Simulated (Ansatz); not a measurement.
Crystal: La.

```
La
1.0
     3.75000    0.00000    0.00000
    -1.87500    3.24760    0.00000
     0.00000    0.00000    6.07000
La
2
Cartesian
  1.8750 1.0825 4.5525
  0.0000 2.1651 1.5175
```

This isn't the form of La at room conditions, which is double hcp.

Base run:

* Program: Ansatz 0.2.0
* Functional: revPBE
* Potentials or basis: all-electron LAPW, scalar-relativistic
* Cutoff: 121 eV
* Density cutoff: 486 eV
* Basis error allowed: 0.001 eV/atom
* k mesh: 8 × 8 × 5
* Occupations: fermi-dirac, width 0.05 eV
* Spin: no spin polarisation

Its results: pressure 1.7 GPa.

Problem. After a change of settings the same cell gave: pressure 0.7 GPa. Which change was it?
A. functional from revPBE to PBE
B. functional from revPBE to LDA
C. functional from revPBE to PBEsol; potentials or basis from all-electron LAPW, scalar-relativistic to all-electron PAW datasets made for the crystal
D. functional from revPBE to PBEsol; potentials or basis from all-electron LAPW, scalar-relativistic to all-electron LAPW, inner shells corrected to Dirac's equation

Solution. A.

PBE binds more tightly than revPBE, so the same cell stands under less pressure.

Not every run made on this cell is shown here.
